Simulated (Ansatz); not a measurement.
Relaxation of a periodic cell of 47 atoms, Si$_{16}$O$_{31}$ (host SiO2, host structure C2/c, one O atom removed), cell charge +2, to a largest force component of 0.03 eV/Å in at most 60 steps.

These are results of Ansatz, DFT PBE, scalar-relativistic, plane waves, PAW, not measurements. Settings: PAW set soft_1, cutoff 420 eV, k mesh 1x1x2, fermi-dirac smearing 0.05 eV, no spin polarisation.

```xyz
47
Lattice="0.0956 6.1530 6.1555 0.0956 -6.1530 6.1555 7.0692 0.0000 0.0000" Properties=species:S:1:pos:R:3
Si 4.639 -4.433 6.613
Si 0.788 1.729 2.651
Si 6.178 -1.704 5.703
Si 2.868 -1.697 3.504
Si 3.703 1.151 3.346
Si 5.246 1.192 5.854
Si 7.042 -1.127 2.816
Si 5.529 4.981 6.417
O 1.822 3.105 6.180
O 0.085 3.114 3.095
O 0.941 -4.432 4.645
O 2.718 -1.710 7.686
O 6.901 1.560 5.811
O 2.054 1.552 3.485
O 3.887 4.632 6.551
O 1.462 -1.540 2.668
O 4.254 1.873 1.980
O 1.203 -4.368 7.260
O 6.429 -1.813 4.181
O 2.522 -1.877 5.142
O 6.884 0.475 2.886
O 5.649 -5.688 6.270
O 3.791 -0.448 3.172
O 5.172 -0.461 6.001
Si 1.114 1.718 6.625
Si 4.405 1.761 8.782
Si 2.589 4.410 5.688
Si 6.473 -1.713 9.635
Si 0.208 1.167 9.464
Si 1.770 -4.969 5.869
Si 3.590 -1.108 8.974
Si 1.933 -1.164 6.427
O 3.644 -3.061 3.079
O 4.485 1.711 4.712
O 6.294 4.437 7.673
O 3.321 -4.589 5.793
O 5.761 1.502 9.623
O 0.425 -1.500 6.500
O 5.155 -1.519 8.832
O 0.813 1.819 8.206
O 4.700 1.807 7.235
O 3.054 -1.858 10.247
O 6.085 4.252 5.089
O 3.446 0.494 9.110
O 2.133 0.470 6.344
O 0.436 -0.484 9.385
O 1.566 5.674 6.024
```

Task: Where does it end, and by what steps?

Result: It converged. Limits of this set-up: coarse k mesh, charged cell in a uniform background, uncorrected. After 9 steps the energy has fallen by 5.684 eV; Si1 moved furthest, 0.98 Å. Joined: Si1–Si8, Si1–O15, Si3–Si6, Si3–O13.

```csv
step,energy less start (eV),largest force component (eV/Å),accepted
0,0.0000,7.248,yes
1,-1.7661,3.943,yes
2,-3.6706,2.217,yes
3,-4.5630,1.538,yes
4,-5.0623,0.882,yes
5,-5.2287,0.485,yes
6,-5.4632,0.524,yes
7,-5.4804,1.769,yes
8,-5.6742,0.109,yes
9,-5.6841,0.028,yes
```

```xyz
47
Lattice="0.0956 6.1530 6.1555 0.0956 -6.1530 6.1555 7.0692 0.0000 0.0000" Properties=species:S:1:pos:R:3
Si 4.321 -5.358 6.615
Si 0.795 1.770 2.533
Si 6.471 -0.786 5.699
Si 2.834 -1.760 3.626
Si 3.641 1.084 3.346
Si 5.133 1.287 5.882
Si 7.057 -1.074 2.813
Si 5.660 4.877 6.433
O 1.862 3.082 6.158
O 0.102 3.084 3.075
O 0.926 -4.335 4.520
O 2.797 -1.808 7.795
O 6.870 1.066 5.680
O 2.086 1.484 3.484
O 3.923 5.097 6.634
O 1.543 -1.474 2.674
O 4.167 1.541 1.868
O 1.274 -4.164 7.134
O 6.530 -1.531 4.291
O 2.450 -1.978 5.180
O 6.829 0.524 2.701
O 5.821 -5.796 6.182
O 3.868 -0.514 3.457
O 4.972 -0.346 6.133
Si 1.227 1.646 6.547
Si 4.387 1.787 8.756
Si 2.497 4.517 5.768
Si 6.502 -1.777 9.713
Si 0.200 1.127 9.470
Si 1.671 -4.949 5.794
Si 3.618 -1.116 9.000
Si 2.052 -1.194 6.520
O 3.527 -3.073 3.084
O 4.501 1.827 4.514
O 6.292 4.336 7.801
O 3.302 -4.782 5.537
O 5.718 1.537 9.620
O 0.420 -1.362 6.777
O 5.170 -1.527 8.851
O 0.741 1.723 8.065
O 4.750 2.135 7.171
O 3.078 -1.711 10.405
O 6.045 4.030 5.144
O 3.420 0.492 8.886
O 2.266 0.433 6.257
O 0.400 -0.481 9.582
O 1.457 5.730 6.058
```

Time of the run: 18 s on 2 threads of AMD EPYC 9R45 96-Core Processor (Zen 5), on a shared host, peak memory 1.2 GiB.
